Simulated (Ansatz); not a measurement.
## NaH in Ansatz: the effect of functional

NaH:

```
Na H
1.0
     0.00000    2.39019    2.39019
     2.39019    0.00000    2.39019
     2.39019    2.39019    0.00000
Na H
1 1
Cartesian
  0.0000 0.0000 0.0000
  2.3902 2.3902 2.3902
```

The cell isn't the ideal one: volume scaled by 0.94.

Alike in all runs:

| Property | Result |
| --- | --- |
| Program | Ansatz 0.2.0 |
| Task | single point |
| Potentials or basis | Ansatz PAW |
| k mesh | 9 × 9 × 9 |
| Occupations | fermi-dirac, width 0.05 eV |
| Spin | no spin polarisation |

```tsv
functional	cutoff	gap on the mesh (eV)	pressure (GPa)
LDA	420 eV (not typed: the program's choice for these potentials)	?	?
PBEsol	420 eV (not typed: the program's choice for these potentials)	3.93	0.2
r2SCAN	500 eV (not typed: the program's choice for these potentials)	4.73	0.2
```

Problem. What does the run with functional LDA give?

Solution. gap on the mesh 3.78 eV; pressure -1.4 GPa.

Caveats: odd divisions of the mesh miss points on the zone boundary, where band edges often lie, so the gap on the mesh can be too wide; the PAW data sets come from PBE, with cores solved anew for the run's functional, which leaves a small shift of forces and pressure.

A k mesh can miss the band edges.
